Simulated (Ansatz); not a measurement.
The structure comes from a relaxation in the same program, started in the bcc type, and has space group Im-3m. Whether it is a known phase or the ground state wasn't checked.

An input for Mg: DFT, r2SCAN, PAW with Ansatz's default frozen-core files, scalar-relativistic (Ansatz 0.2.0). The PAW files were made with PBE; their cores are remade for this functional.

```yaml
crystal:
  lattice:
    - [-1.7918605652, 1.7918605652, 1.7918605652]
    - [1.7918605652, -1.7918605652, 1.7918605652]
    - [1.7918605652, 1.7918605652, -1.7918605652]
  atoms:
    - { symbol: Mg, position: [0.0, 0.0, 0.0] }
kpoints:
  mp_grid: { grid: [13, 13, 13] }
  band_path:
    path:
      - [0.0, 0.0, 0.0]
      - [0.5, -0.5, 0.5]
      - [0.0, 0.0, 0.5]
      - [0.0, 0.0, 0.0]
      - [0.25, 0.25, 0.25]
      - [0.5, -0.5, 0.5]
      - [0.25, 0.25, 0.25]
      - [0.0, 0.0, 0.5]
    npoints: 5
scf:
  occupations: { method: fermi_dirac, width: 0.05 }
hamiltonian:
  xc: r2scan
  pseudopotentials: { kind: paw }
output:
  forces: true
  stress: true
  eigenvalues: true
  efg: { contact_densities: true }
```

The results part of the log:

```
SCF 1 converged in 6 iterations: F = -1926.373523 eV  dr2 = 2.35e-12
  greatest PAW one-centre occupation: 1.000 electrons in one spin orbital (limit 2), on the Mg atom at site 0 (counted from 0), in its partial waves of l = 0
NSCF: frozen V_eff on 36 k-points
SCF converged after 6 iterations
Free energy (F): -1926.373523 eV
Harris-Foulkes:  -1926.373523 eV  (|F-HF|=6.14e-12)
Internal energy: -1926.367984 eV  (E = F + TS)
E sigma→0 (E₀):  -1926.370753 eV
Entropy (-TS):   -0.005539 eV (-5.539 meV/atom)
Fermi energy:    5.709492 eV
--- Per-component energies (eV) ---
  E_band       = -372.189083
  E_kinetic    = 74.246998
  E_local      = -1622.278002  (includes V_loc(G=0)·N_el)
  E_nonlocal   = 95.902471
  E_hartree    = 579.596211
  E_xc         = -26.336137
  E_vxc        = -38.237276  (∫ρ·V_xc dr)
  E_paw        = -296.338421  (= ΣΔE_a)
  E_vpaw       = -43.513428  (= ΣTr[D̂ρ^β])
  E_aug_tail   = -0.000002  (compensation charges beyond the density's cutoff)
  E_vtau       = 2.497746  (kinetic-family band-sum trace: ∫τ·v_τ [+ j·A + Jᵃ·Aᵃ] dr)
  E_ewald      = -731.134896
  E_core_change = -0.026208  (= ΣΔE_core)
  E_smearing   = -0.005539  (= −TS)
  E_closure    = -0.000000  (closes the sum)
  Σ components = -1926.373523   (vs F -1926.373523, Δ=0.00e0)
--- Forces (eV/Å), atoms counted from 1 ---
  atom   1  Mg     0.00000000     0.00000000     0.00000000
  max |Σ_I F_I| component: 1.13e-32 eV/Å
--- Stress (GPa, compression-positive) ---
       -0.738322       0.000000       0.000000
        0.000000      -0.738322      -0.000000
       -0.000000      -0.000000      -0.738322
  P = ⅓ Tr σ = -0.7383 GPa (-7.383 kbar)
--- PAW observables at the nuclei: V_zz in 10²¹ V/m², potentials from the cell's mean, atoms counted from 1 ---
  atom   1  Mg V_zz =    -0.000000   η = 0.0000   by run symmetry: forbidden
            electrostatic potential = -1099.356873 V   contact ρ = 7785.709110 e/Å³
--- Band table (eV; the first three rows and the last of 84) ---
  k-point 0: bands = ["-73.3880", "-38.4675", "-38.4675", "-38.4675", "-1.7273", "19.4970", "19.4970", "19.4970", "21.6554"]
  k-point 1: bands = ["-73.3878", "-38.4694", "-38.4681", "-38.4674", "-1.5785", "17.8797", "18.7789", "18.8993", "20.4519"]
  k-point 2: bands = ["-73.3873", "-38.4750", "-38.4701", "-38.4674", "-1.1340", "15.0759", "17.5822", "17.9350", "19.1790"]
  k-point 83: bands = ["-73.3823", "-38.4931", "-38.4928", "-38.4928", "8.2987", "9.8546", "9.8546", "9.8752", "11.1672"]
```
